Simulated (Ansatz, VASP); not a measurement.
Two plane-wave programs on Al

Contents of INCAR:

```
SYSTEM = Al
  PREC = Accurate
  ENCUT = 520
  EDIFF = 1E-6
  ISMEAR = 0
  SIGMA = 0.15
  LREAL = .FALSE.
  LASPH = .TRUE.
  NELM = 80
  ALGO = Fast
  ISIF = 2
  LWAVE = .FALSE.
  LCHARG = .TRUE.
  GGA = PE
  LELF = .TRUE.
  LVHAR = .TRUE.
  NBANDS = 8
```

The input KPOINTS:

```
Automatic mesh
0
G
  22 22 22
  0 0 0
```

The input POSCAR:

```
Al
1.0
   -1.4022457881      1.4022457881      2.0374631300
    1.4022457881     -1.4022457881      2.0374631300
    1.4022457881      1.4022457881     -2.0374631300
Al
1
Direct
    0.0000000000      0.0000000000      0.0000000000
```

Input for Ansatz:

```yaml
crystal:
  lattice:
    - [-1.4022457881, 1.4022457881, 2.03746313]
    - [1.4022457881, -1.4022457881, 2.03746313]
    - [1.4022457881, 1.4022457881, -2.03746313]
  atoms:
    - { symbol: Al, position: [0.0, 0.0, 0.0] }
basis:
  ecutwfc: 420
kpoints:
  mp_grid: { grid: [22, 22, 22] }
hamiltonian:
  xc: pbe
scf:
  occupations: { method: gaussian, width: 0.15 }
output:
  forces: true
  stress: true
  eigenvalues: true
```

Alike in both runs: task single point; functional PBE; k mesh 22 × 22 × 22; occupations gaussian, width 0.15 eV; no spin polarisation.

|  | VASP | Ansatz |
| --- | --- | --- |
| version | VASP 6.6.1 | Ansatz 0.2.0 |
| potentials or method | VASP PAW PBE potentials, release 64 (Al) | scalar-relativistic, plane waves, PAW |
| plane-wave cutoff (eV) | 520 | 420 |
| valence electrons in the cell | 3 | 3 |

|  | VASP | Ansatz | Ansatz less VASP |
| --- | --- | --- | --- |
| gap on the k mesh at the Fermi level (eV) | none | none | - |
| pressure (GPa) | 2.4 | 2.5 | +0.04 |
| largest component of the traceless stress (GPa) | 1.41 | 1.41 | 0.000 |

A gap of «none» marks a metal or a gap that the smearing closes.
